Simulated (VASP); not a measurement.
# C (P6_3/mmc) in VASP: further runs, part 2 of 2

VASP 6.6.1.

## (3) Electric field gradients, PBE

Input file INCAR:

```
SYSTEM = C
  PREC = Accurate
  ENCUT = 520
  EDIFF = 1E-8
  ISMEAR = -1
  SIGMA = 0.01
  LREAL = .False.
  LASPH = .True.
  NELM = 100
  ALGO = Normal
  ISIF = 2
  LWAVE = .False.
  LCHARG = .False.
  GGA = PE
  LEFG = .True.
  NBANDS = 16
```

Input file KPOINTS:

```
regular mesh
0
Gamma
  12 12 7
  0 0 0
```

Input file POSCAR:

```
C
1.0
    2.5033028199      0.0000000000      0.0000000000
   -1.2516514100      2.1679238354      0.0000000000
    0.0000000000      0.0000000000      4.1689688100
C
4
Direct
    0.3333333333      0.6666666667      0.0628053500
    0.6666666667      0.3333333333      0.5628053500
    0.6666666667      0.3333333333      0.9371946500
    0.3333333333      0.6666666667      0.4371946500
```

Potentials or basis: VASP PAW PBE potentials, release 64 (C).

Launch:

```bash
cat potpaw_PBE.64/C/POTCAR > POTCAR
mpirun -np 1 vasp_std > vasp.out
```

OUTCAR:

```text
SYSTEM = C
   PREC = Accurate
   ENCUT = 520
   EDIFF = 1E-8
   ISMEAR = -1
   LREAL = .False.
   LASPH = .True.
   NELM = 100
   ISIF = 2
   GGA = PE

 ion  position               nearest neighbor table
   1  0.333  0.667  0.063-   3 1.54   3 1.54   3 1.54   4 1.56
   2  0.667  0.333  0.563-   4 1.54   4 1.54   4 1.54   3 1.56
   3  0.667  0.333  0.937-   1 1.54   1 1.54   1 1.54   2 1.56
   4  0.333  0.667  0.437-   2 1.54   2 1.54   2 1.54   1 1.56

  LATTYP: Found a hexagonal cell.
 ALAT       =     2.5033028199
 C/A-ratio  =     1.6653873342

  Lattice vectors:

 A1 = (   2.5033028199,   0.0000000000,   0.0000000000)
 A2 = (  -1.2516514100,   2.1679238354,   0.0000000000)
 A3 = (   0.0000000000,   0.0000000000,   4.1689688100)

Analysis of symmetry for initial positions (statically):
=====================================================================
 Subroutine PRICEL returns:
 Original cell was already a primitive cell.

 Routine SETGRP: Setting up the symmetry group for a
 hexagonal supercell.

 Subroutine GETGRP returns: Found 24 space group operations
 (whereof 12 operations were pure point group operations)
 out of a pool of 24 trial point group operations.

The static configuration has the point symmetry D_3d.
 The point group associated with its full space group is D_6h.

Analysis of symmetry for dynamics (positions and initial velocities):
=====================================================================
 Subroutine PRICEL returns:
 Original cell was already a primitive cell.

[... 625 lines left out ...]

------------------------ aborting loop because EDIFF is reached ----------------------------------------

  FORCE on cell =-STRESS in cart. coord.  units (eV):
  Direction    XX          YY          ZZ          XY          YZ          ZX
  --------------------------------------------------------------------------------------
  -------------------------------------------------------------------------------------
  Total        0.7115216      0.7115216      0.6024902     -0.0000000      0.0000000     -0.0000000
  in kB       50.3863179     50.3863179     42.6652743     -0.0000000      0.0000000     -0.0000000
  external PRESSURE =      47.8126367 kB  Pullay stress =       0.0000000 kB

 VOLUME and BASIS-vectors are now :
 -----------------------------------------------------------------------------
  energy-cutoff  :      520.00
  volume of cell :       22.62
      direct lattice vectors                 reciprocal lattice vectors
     2.503302820  0.000000000  0.000000000     0.399472246  0.230635409  0.000000000
    -1.251651410  2.167923835  0.000000000     0.000000000  0.461270818  0.000000000
     0.000000000  0.000000000  4.168968810     0.000000000  0.000000000  0.239867470

 POSITION                                       TOTAL-FORCE (eV/Angst)
 -----------------------------------------------------------------------------------
     -0.00000      1.44528      0.26183        -0.000000     -0.000000     -0.006514
      1.25165      0.72264      2.34632         0.000000      0.000000     -0.006514
      1.25165      0.72264      3.90714         0.000000      0.000000      0.006514
     -0.00000      1.44528      1.82265        -0.000000      0.000000      0.006514
 -----------------------------------------------------------------------------------
    total drift:                               -0.000000      0.000000     -0.000000

  FREE ENERGIE OF THE ION-ELECTRON SYSTEM (eV)
  ---------------------------------------------------
  free  energy   TOTEN  =       -36.2692252929 eV

  energy  without entropy=      -36.2692252929  energy(sigma->0) =      -36.26922529

 Electric field gradients (V/A^2)
---------------------------------------------------------------------
 ion       V_xx      V_yy      V_zz      V_xy      V_xz      V_yz
---------------------------------------------------------------------
   1      -1.691    -1.691     3.382    -0.000    -0.000     0.000
   2      -1.691    -1.691     3.382    -0.000     0.000    -0.000
   3      -1.691    -1.691     3.382    -0.000    -0.000     0.000
   4      -1.691    -1.691     3.382    -0.000     0.000    -0.000
---------------------------------------------------------------------

 Electric field gradients after diagonalization (V/A^2)
 (convention: |V_zz| > |V_xx| > |V_yy|)
----------------------------------------------------------------------
 ion       V_xx      V_yy      V_zz     asymmetry (V_yy - V_xx)/ V_zz
----------------------------------------------------------------------
   1      -1.692    -1.691     3.382       0.000
   2      -1.692    -1.691     3.382       0.000
   3      -1.692    -1.691     3.382       0.000
   4      -1.692    -1.691     3.382       0.000
----------------------------------------------------------------------

           NMR quadrupolar parameters

 Cq : quadrupolar parameter    Cq=e*Q*V_zz/h
 eta: asymmetry parameters     (V_yy - V_xx)/ V_zz
 Q  : nuclear electric quadrupole moment in mb (millibarn)
----------------------------------------------------------------------
 ion       Cq(MHz)       eta       Q (mb)
----------------------------------------------------------------------
   1       0.008       0.000       1.000
   2       0.008       0.000       1.000
   3       0.008       0.000       1.000
   4       0.008       0.000       1.000
----------------------------------------------------------------------
```

OSZICAR:

```text
N       E                     dE             d eps       ncg     rms          rms(c)
DAV:   1     0.198327075220E+02    0.19833E+02   -0.82353E+03  2432   0.967E+02
DAV:   2    -0.357987360286E+02   -0.55631E+02   -0.51486E+02  3400   0.187E+02
DAV:   3    -0.375633990954E+02   -0.17647E+01   -0.17584E+01  3016   0.282E+01
DAV:   4    -0.375698294872E+02   -0.64304E-02   -0.64295E-02  3072   0.212E+00
DAV:   5    -0.375698616505E+02   -0.32163E-04   -0.32163E-04  2960   0.131E-01    0.788E+00
DAV:   6    -0.365958403717E+02    0.97402E+00   -0.59578E-01  2840   0.488E+00    0.471E+00
DAV:   7    -0.362663205459E+02    0.32952E+00   -0.68816E-01  3072   0.544E+00    0.105E+00
DAV:   8    -0.362690930096E+02   -0.27725E-02   -0.14101E-02  2704   0.780E-01    0.613E-02
DAV:   9    -0.362691854247E+02   -0.92415E-04   -0.17555E-04  3272   0.998E-02    0.303E-02
DAV:  10    -0.362692253379E+02   -0.39913E-04   -0.33341E-05  2728   0.471E-02    0.860E-03
DAV:  11    -0.362692252707E+02    0.67248E-07   -0.54341E-07  3328   0.595E-03    0.125E-03
DAV:  12    -0.362692253058E+02   -0.35099E-07   -0.38049E-08  2760   0.170E-03    0.176E-04
DAV:  13    -0.362692252885E+02    0.17301E-07   -0.20106E-09  2304   0.350E-04    0.564E-05
DAV:  14    -0.362692252929E+02   -0.44419E-08   -0.14674E-10  1528   0.114E-04
   1 F= -.36269225E+02 E0= -.36269225E+02  d E =-.103348E-15
```

It took 11 s on 1 thread of Intel Xeon 6975P-C (Granite Rapids), shared host; peak memory 0.14 GiB.

What came out:

```
Free energy            : -36.2692 eV
Pressure               : 4.8 GPa
Largest force          : 0.007 eV/Å
Band gap on the k mesh : 3.30 eV, indirect (least direct gap 4.98 eV)
```

Forces in eV/Å, atoms in the order of the input:
```
C    0.000  0.000 -0.007
C    0.000  0.000 -0.007
C    0.000  0.000  0.007
C    0.000  0.000  0.007
```

Electric field gradients, principal values (V/Å²):
| atom | Vxx | Vyy | Vzz |
| --- | --- | --- | --- |
| 1 C | -1.691 | -1.692 | 3.382 |
| 2 C | -1.691 | -1.692 | 3.382 |
| 3 C | -1.691 | -1.692 | 3.382 |
| 4 C | -1.691 | -1.692 | 3.382 |

Caveat: an odd mesh through Γ misses points on the zone boundary, where band edges often lie. PBE gaps usually lie below the measured ones, often by a third to a half.

## (4) Electric field gradients, PBE

Input file INCAR:

```
PREC     = Accurate       # precision mode
ENCUT    = 520            # plane-wave cutoff, eV
EDIFF    = 1E-8           # SCF threshold, eV
ISMEAR   = -1             # smearing method
SIGMA    = 0.01           # smearing width, eV
LREAL    = False          # projectors in reciprocal space
LASPH    = True           # aspherical terms in the spheres
NELM     = 100            # most SCF steps
ALGO     = Normal         # electronic algorithm
ISIF     = 2              # what is computed and relaxed
LWAVE    = False          # write WAVECAR
LCHARG   = False          # write CHGCAR
GGA      = PE             # functional
LEFG     = True         
NBANDS   = 16             # bands
```

Input file KPOINTS:

```
Automatic mesh
0
Gamma
  12 12 7
```

POSCAR is that of step 3.

Potentials or basis: VASP PAW PBE potentials, release 64 (C).

Launch:

```bash
cat potpaw_PBE.64/C/POTCAR > POTCAR
mpirun -np 1 vasp_std > vasp.out
```

OUTCAR:

```text
PREC = Accurate
   ENCUT = 520
   EDIFF = 1E-8
   ISMEAR = -1
   LREAL = False
   LASPH = True
   NELM = 100
   ISIF = 2
   GGA = PE

 ion  position               nearest neighbor table
   1  0.333  0.667  0.063-   3 1.54   3 1.54   3 1.54   4 1.56
   2  0.667  0.333  0.563-   4 1.54   4 1.54   4 1.54   3 1.56
   3  0.667  0.333  0.937-   1 1.54   1 1.54   1 1.54   2 1.56
   4  0.333  0.667  0.437-   2 1.54   2 1.54   2 1.54   1 1.56

  LATTYP: Found a hexagonal cell.
 ALAT       =     2.5033028199
 C/A-ratio  =     1.6653873342

  Lattice vectors:

 A1 = (   2.5033028199,   0.0000000000,   0.0000000000)
 A2 = (  -1.2516514100,   2.1679238354,   0.0000000000)
 A3 = (   0.0000000000,   0.0000000000,   4.1689688100)

Analysis of symmetry for initial positions (statically):
=====================================================================
 Subroutine PRICEL returns:
 Original cell was already a primitive cell.

 Routine SETGRP: Setting up the symmetry group for a
 hexagonal supercell.

 Subroutine GETGRP returns: Found 24 space group operations
 (whereof 12 operations were pure point group operations)
 out of a pool of 24 trial point group operations.

The static configuration has the point symmetry D_3d.
 The point group associated with its full space group is D_6h.

Analysis of symmetry for dynamics (positions and initial velocities):
=====================================================================
 Subroutine PRICEL returns:
 Original cell was already a primitive cell.

 Routine SETGRP: Setting up the symmetry group for a
 hexagonal supercell.

 Subroutine GETGRP returns: Found 24 space group operations
 (whereof 12 operations were pure point group operations)
 out of a pool of 24 trial point group operations.

The dynamic configuration has the point symmetry D_3d.
 The point group associated with its full space group is D_6h.

 Subroutine INISYM returns: Found 24 space group operations
 (whereof 12 operations are pure point group operations),
 and found     1 'primitive' translations

----------------------------------------------------------------------------------------

                                     Primitive cell

  volume of cell :      22.6249

  direct lattice vectors                    reciprocal lattice vectors
     2.503302820  0.000000000  0.000000000     0.399472246  0.230635409  0.000000000
    -1.251651410  2.167923835  0.000000000     0.000000000  0.461270818  0.000000000
     0.000000000  0.000000000  4.168968810     0.000000000  0.000000000  0.239867470

  length of vectors
     2.503302820  2.503302820  4.168968810     0.461270818  0.461270818  0.239867470

  position of ions in fractional coordinates (direct lattice)
     0.333333333  0.666666667  0.062805350
     0.666666667  0.333333333  0.562805350
     0.666666667  0.333333333  0.937194650
     0.333333333  0.666666667  0.437194650

  ion indices of the primitive-cell ions
   primitive index   ion index
                 1           1
                 2           2
                 3           3
                 4           4

----------------------------------------------------------------------------------------

 KPOINTS: Automatic mesh

[... 89 lines left out ...]
  Fermi-wavevector in a.u.,A,eV,Ry     =   1.458544  2.756248 28.944354  2.127350
  Thomas-Fermi vector in A             =   2.575216
   LORBIT       =      0    0 simple, 1 ext, 2 COOP (PROOUT), +10 PAW based schemes
   GGA     = PE    functional components
   LHFCALC =     F    Hartree Fock is set to
   AEXX    =    0.0000 exact exchange contribution
   IVDW    =     0    specifies the selected vdW correction
   LEPSILON=     F    determine dielectric tensor
   LRPA    =     F    only Hartree local field effects (RPA)
 non-spin polarized calculation
  energy-cutoff  :      520.00
  volume of cell :       22.62
 maximum number of plane-waves:       623
 NGX is ok and might be reduce to    20
   NGX =  9   NGY =  9   NGZ = 15

 number of electron      16.0000000 magnetization

 Free energy of the ion-electron system (eV)
  ---------------------------------------------------
  ext. energy  EPLUGINS =         0.00000000
  ---------------------------------------------------
  free energy    TOTEN  =       -36.26922529 eV

  energy without entropy =      -36.26922529  energy(sigma->0) =      -36.26922529

 E-fermi :  10.3640     XC(G=0): -13.2596

 val. band max:       10.0628964209   @ k =   0.0000   0.0000   0.0000
 cond. band min:      13.3603911292   @ k =   0.3333   0.3333   0.0000
 fundamental gap:      3.2974947083
 Fermi energy:        10.3640108464

 k-point     1 :       0.0000    0.0000    0.0000
  band No.  band energies     occupation
      1     -11.7669      2.00000
      2      -6.1835      2.00000
      3      -3.6615      2.00000
      4       6.9753      2.00000
      5       6.9753      2.00000
      6       9.5692      2.00000
[... 433 lines left out ...]
      3      -1.2152      2.00000
      4       0.3389      2.00000
      5       2.9116      2.00000
      6       4.3257      2.00000
[... 8 lines left out ...]
     15      24.6769      0.00000
     16      27.0510      0.00000

 [... further k-points ...]

------------------------ aborting loop because EDIFF is reached ----------------------------------------

  FORCE on cell =-STRESS in cart. coord.  units (eV):
  Direction    XX          YY          ZZ          XY          YZ          ZX
  --------------------------------------------------------------------------------------
  -------------------------------------------------------------------------------------
  Total        0.7115216      0.7115216      0.6024902     -0.0000000      0.0000000     -0.0000000
  in kB       50.3863179     50.3863179     42.6652743     -0.0000000      0.0000000     -0.0000000
  external PRESSURE =      47.8126367 kB  Pullay stress =       0.0000000 kB

 VOLUME and BASIS-vectors are now :
 -----------------------------------------------------------------------------
  energy-cutoff  :      520.00
  volume of cell :       22.62
      direct lattice vectors                 reciprocal lattice vectors
     2.503302820  0.000000000  0.000000000     0.399472246  0.230635409  0.000000000
    -1.251651410  2.167923835  0.000000000     0.000000000  0.461270818  0.000000000
     0.000000000  0.000000000  4.168968810     0.000000000  0.000000000  0.239867470

 POSITION                                       TOTAL-FORCE (eV/Angst)
 -----------------------------------------------------------------------------------
     -0.00000      1.44528      0.26183        -0.000000     -0.000000     -0.006514
      1.25165      0.72264      2.34632         0.000000      0.000000     -0.006514
      1.25165      0.72264      3.90714         0.000000      0.000000      0.006514
     -0.00000      1.44528      1.82265        -0.000000      0.000000      0.006514
 -----------------------------------------------------------------------------------
    total drift:                               -0.000000      0.000000     -0.000000

  FREE ENERGIE OF THE ION-ELECTRON SYSTEM (eV)
  ---------------------------------------------------
  free  energy   TOTEN  =       -36.2692252929 eV

  energy  without entropy=      -36.2692252929  energy(sigma->0) =      -36.26922529

 Electric field gradients (V/A^2)
---------------------------------------------------------------------
 ion       V_xx      V_yy      V_zz      V_xy      V_xz      V_yz
---------------------------------------------------------------------
   1      -1.691    -1.691     3.382    -0.000    -0.000     0.000
   2      -1.691    -1.691     3.382    -0.000     0.000    -0.000
   3      -1.691    -1.691     3.382    -0.000    -0.000     0.000
   4      -1.691    -1.691     3.382    -0.000     0.000    -0.000
---------------------------------------------------------------------

 Electric field gradients after diagonalization (V/A^2)
 (convention: |V_zz| > |V_xx| > |V_yy|)
----------------------------------------------------------------------
 ion       V_xx      V_yy      V_zz     asymmetry (V_yy - V_xx)/ V_zz
----------------------------------------------------------------------
   1      -1.692    -1.691     3.382       0.000
   2      -1.692    -1.691     3.382       0.000
   3      -1.692    -1.691     3.382       0.000
   4      -1.692    -1.691     3.382       0.000
----------------------------------------------------------------------

           NMR quadrupolar parameters

 Cq : quadrupolar parameter    Cq=e*Q*V_zz/h
 eta: asymmetry parameters     (V_yy - V_xx)/ V_zz
 Q  : nuclear electric quadrupole moment in mb (millibarn)
----------------------------------------------------------------------
 ion       Cq(MHz)       eta       Q (mb)
----------------------------------------------------------------------
   1       0.008       0.000       1.000
   2       0.008       0.000       1.000
   3       0.008       0.000       1.000
   4       0.008       0.000       1.000
----------------------------------------------------------------------
```

It took 11 s on 1 thread of Intel Xeon 6975P-C (Granite Rapids), shared host; peak memory 0.13 GiB.

What came out:

```
Free energy            : -36.2692 eV
Pressure               : 4.8 GPa
Largest force          : 0.007 eV/Å
Band gap on the k mesh : 3.30 eV, indirect (least direct gap 4.98 eV)
```

Forces in eV/Å, atoms in the order of the input:
```
C    0.000  0.000 -0.007
C    0.000  0.000 -0.007
C    0.000  0.000  0.007
C    0.000  0.000  0.007
```

Electric field gradients, principal values (V/Å²):
```
atom     Vxx     Vyy    Vzz
 1 C  -1.691  -1.692  3.382
 2 C  -1.691  -1.692  3.382
 3 C  -1.691  -1.692  3.382
 4 C  -1.691  -1.692  3.382
```

Caveat: an odd mesh through Γ misses points on the zone boundary, where band edges often lie.
